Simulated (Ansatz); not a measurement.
A nudged elastic band was laid between two geometries of CH$_{3}$N$_{2}$O (7 atoms, charge -1, multiplicity 1).

All numbers below come from RKS r2SCAN-D4/6-31G* (Ansatz 0.2.0).

```yaml
movable_images: 7
climbing_image: yes
spring: 5.0 eV/Å²
optimiser: quadratic models (default)
start_path: through a guess of the saddle point
force_threshold: 0.2 eV/Å
iteration_limit: 60
end_points: relaxed
```

Image 0:

```xyz
7
Properties=species:S:1:pos:R:3
N -0.851 1.017 -0.321
C -0.234 -0.158 -0.298
N 1.080 -0.090 0.347
O -0.561 -1.295 -0.741
H -1.715 0.830 -0.846
H 1.063 0.670 1.026
H 1.217 -0.974 0.833
```

Image 8:

```xyz
7
Properties=species:S:1:pos:R:3
N -0.862 1.013 -0.305
C -0.318 -0.190 -0.174
N 0.751 -0.219 0.827
O -0.566 -1.297 -0.732
H -1.620 0.867 -0.985
H 1.168 0.711 0.874
H 1.447 -0.884 0.496
```

Task: What changes between the two ends?

Result: No bond is made or broken. The height of N3 over the plane of its neighbours goes from 0.40 to -0.40 Å. The two ends are copies of one structure, up to a mirror image or an exchange of like atoms.

Task: Give the energies along the band, and the barrier.

Result: The run converged. The highest image is number 4 of 0 to 8, 0.183 eV above the ends, which have the same energy within 2 meV. The threshold of 0.2 eV/Å is loose, so the images may lie well off the minimum-energy path. Another band between the same ends (7 images) ends at a top of the same energy, where a vibrational analysis finds 1 clearly imaginary mode. Limits of this set-up: an anion without diffuse functions, the dipole of an ion depends on the origin.

```
image  path coordinate (Å)  energy (eV)  height of N3 over the plane of its neighbours (Å)
    0                 0.00        0.000                                               0.40
    1                 0.11        0.016                                               0.34
    2                 0.23        0.076                                               0.24
    3                 0.34        0.150                                               0.12
    4                 0.46        0.183                                               0.00
    5                 0.57        0.149                                              -0.13
    6                 0.68        0.076                                              -0.24
    7                 0.79        0.017                                              -0.34
    8                 0.91        0.000                                              -0.40
```

Task: What is the geometry of the highest image?

Result: 
```xyz
7
Properties=species:S:1:pos:R:3:forces:R:3
N -0.880 1.028 -0.343 0.00 -0.04 0.01
C -0.292 -0.162 -0.245 -0.07 -0.04 -0.04
N 0.879 -0.138 0.568 0.00 0.02 0.00
O -0.584 -1.295 -0.736 0.02 0.06 0.02
H -1.698 0.842 -0.937 0.01 0.00 -0.01
H 1.178 0.717 1.007 0.03 0.02 0.01
H 1.396 -0.991 0.686 0.02 -0.02 0.01
```

The band took 5 iterations and about 2 core-minutes.

Time of the run: 2 min on 1 thread of Arm Neoverse V1 (shared host), peak memory 0.12 GiB.
